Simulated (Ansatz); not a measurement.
Crystal: WS2 (Tungstenite).

```
CELL_PARAMETERS angstrom
3.18000 0.00000 0.00000
-1.59000 2.75396 0.00000
0.00000 0.00000 12.50000
ATOMIC_POSITIONS crystal
W 0.66667 0.33333 0.75000
W 0.33333 0.66667 0.25000
S 0.66667 0.33333 0.37500
S 0.33333 0.66667 0.87500
S 0.66667 0.33333 0.12500
S 0.33333 0.66667 0.62500
```

```yaml
Program: Ansatz 0.2.0
Task: single point
Functional: PBEsol
Potentials_or_basis: all-electron LAPW, scalar-relativistic
Cutoff: 283 eV (chosen from the basis error)
Basis_error_allowed: 0.001 eV/atom
k_mesh: 10 × 10 × 3
Occupations: fermi-dirac, width 0.05 eV
Spin: no spin polarisation
```

On this cell: pressure -2.7 GPa; largest force 0.152 eV/Å; band gap on the k mesh 1.08 eV, indirect (least direct gap 2.08 eV).

The same run follows on a disturbed copy (atoms moved at random, drawn with an rms of 0.05 Å):

```xyz
6
Lattice="3.1800 0.0000 0.0000 -1.5900 2.7540 0.0000 0.0000 0.0000 12.5000" Properties=species:S:1:pos:R:3 pbc="T T T"
W     1.6038    0.9147    9.3564
W     0.0428    1.8620    3.1020
S     1.5459    0.9056    4.6321
S    -0.0016    1.8335   10.8725
S     1.6324    0.9377    1.5269
S     0.0472    1.8611    7.8303
```

**Question.** What changes?

**Answer.** The energy moves by +15.0 meV/atom; pressure 0.3 GPa; largest force 1.343 eV/Å; band gap on the k mesh 1.07 eV, indirect (least direct gap 1.89 eV).

Forces in eV/Å, atoms in the order of the input:
```
W    0.187  0.328 -0.153
W   -0.948 -0.459 -0.834
S    0.907  0.376  0.537
S    0.166 -0.013  0.801
S    0.040  0.081  0.303
S   -0.353 -0.313 -0.655
```

Stress tensor (GPa, compression positive):
```
-1.98 -0.64  3.01
-0.64 -1.10  1.29
 3.01  1.29  3.92
```

Caveats: spin-orbit coupling is left out, which moves the levels of the heavy elements; an odd mesh through Γ misses points on the zone boundary, where band edges often lie; this functional lacks dispersion, which binds the layers, so the pressure and a relaxed spacing across them are unreliable (some runs).
